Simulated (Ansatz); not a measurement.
**Ta under changes of volume**

One of the cells (18.010 Å³/atom); the others are scaled copies at fixed shape and fractional positions:

```
Ta
1.0
    -1.65128    1.65128    1.65128
     1.65128   -1.65128    1.65128
     1.65128    1.65128   -1.65128
Ta
1
Direct
  0.00000 0.00000 0.00000
```

```yaml
Program: Ansatz 0.2.0
Functional: PBE0
Potentials_or_basis: Ansatz PAW
Cutoff: "420 eV (not typed: the program's choice for these potentials)"
k_mesh: 6 × 6 × 6
Occupations: fermi-dirac, width 0.05 eV
Spin: no spin polarisation
```

```tsv
volume (Å³/atom)	energy over the lowest point (meV/atom)	pressure (GPa)
16.930	93.91	19.6
17.290	50.46	15.5
17.650	21.88	9.9
18.010	5.47	4.8
18.371	0.00	0.2
18.731	4.50	-4.0
19.091	?	?
```

What does the run at 19.091 Å³/atom give?

Energy over the lowest point 18.03 meV/atom; pressure -7.8 GPa.

Worked out: A Birch-Murnaghan fit of order 3 (a polynomial in V^(-2/3)) to the other rows has its minimum at 18.38 Å³/atom with B0 = V·E''(V) = 217 GPa and B' = 5.9. It gives 17.18 meV/atom at 19.091 Å³/atom, against the run's 18.03, and -dE/dV = -7.4 GPa, against -7.8.

Energies are extrapolated to zero smearing.

Caveats: all runs use coarse meshes; the PAW data sets come from PBE, with cores solved anew for the run's functional, which leaves a small shift of forces and pressure; the thresholds are loose for stress.
